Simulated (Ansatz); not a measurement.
**BN (rocksalt type) under strong compression**

```yaml
crystal:
  lattice:
    - [0.00000, 1.75174, 1.75174]
    - [1.75174, 0.00000, 1.75174]
    - [1.75174, 1.75174, 0.00000]
  atoms:
    - { symbol: B, position: [0.00000, 0.00000, 0.00000] }
    - { symbol: N, position: [0.50000, 0.50000, 0.50000] }
```

The cell comes from a relaxation on PAW files under the same functional, begun from a prototype that needn't be the stable phase.

Its volume is scaled at fixed shape and fractional positions.

All numbers are PBE results (scalar-relativistic) from Ansatz 0.2.0, with a Γ-centred 15×15×15 k mesh, Fermi–Dirac smearing of 0.08 eV, no spin polarisation. Methods: LAPW: all electrons, basis error target 1 meV/atom; PAW: frozen-core files, cutoff 420 eV; crystal datasets: all electrons, by PAW datasets that the program makes for each cell; norm-conserving: pseudopotentials, cutoff 1240 eV; PAW (partial waves polarizable): frozen-core files, cutoff 420 eV.

Energies are extrapolated to zero smearing and count from the unscaled cell; pressure is positive in compression; gaps take the mesh and a band path. No temperature or zero-point motion is included.

| V/V0 | V (Å³/atom) | P LAPW (GPa) | ΔE LAPW (eV/atom) | P PAW − LAPW (GPa) | ΔE PAW − LAPW (meV/atom) | gap (eV) |
| --- | --- | --- | --- | --- | --- | --- |
| 1.00 | 5.38 | 0.09 | 0.000 | -0.09 | 0.0 | 1.13 |
| 0.94 | 5.05 | 26.7 | 0.026 | -0.22 | -0.3 | – |
| 0.88 | 4.73 | 62.4 | 0.114 | -0.36 | -0.9 | – |
| 0.80 | 4.30 | 130.2 | ? | -0.48 | -2.0 | – |
| 0.72 | 3.87 | ? | 0.843 | -0.61 | -3.5 | – |
| 0.64 | 3.44 | 391.9 | 1.666 | -0.77 | -5.3 | – |
| 0.55 | 2.96 | 688.6 | 3.255 | -1.54 | -8.5 | 6.37 |

Task: What belongs in the row "0.72", column "P LAPW (GPa)"?

Result: 232.8.

Task: Give the missing entry: row "0.80", column "ΔE LAPW (eV/atom)".

Result: 0.366.

Task: Fit the Vinet equation to the LAPW pressures over the whole range, with residuals weighted by 1/(|P| + 0.03·Pmax).

Result: V0 = 5.38 Å³/atom, B0 = 378 GPa and B0′ = 3.99, and the fit misses no point by more than 1.9 GPa. A fit over so wide a range pins B0 less well than one near rest.

Task: From the table, what is the rise of the enthalpy H = E + pV up to the last row, and how stiff is the crystal between the last two rows?

Result: ΔH = 3.255 eV + (688.6 GPa × 2.96 Å³ − 0.09 GPa × 5.38 Å³) × 0.006242 eV/(GPa·Å³) = 15.96 eV/atom, of which pV makes 80 %. The mean bulk modulus there is −ΔP/Δln V = 1960 GPa.

Task: At the smallest volume, how far do crystal datasets and norm-conserving and PAW (partial waves polarizable) lie from LAPW in pressure?

Result: crystal datasets: 0.00 GPa; norm-conserving: +0.69 GPa; PAW (partial waves polarizable): -1.54 GPa, on a LAPW pressure of 688.6 GPa.

Task: How do the Löwdin populations by LAPW change from the unscaled cell to the last row?

Result: B 2s 0.65 → 0.48, B 2p 1.90 → 2.10, N 2s 1.34 → 1.12, N 2p 4.10 → 4.31 electrons an atom. These are projections on the shells that the free atoms fill; 0.03 e a cell lies outside them at the start and 0.03 e at the end.
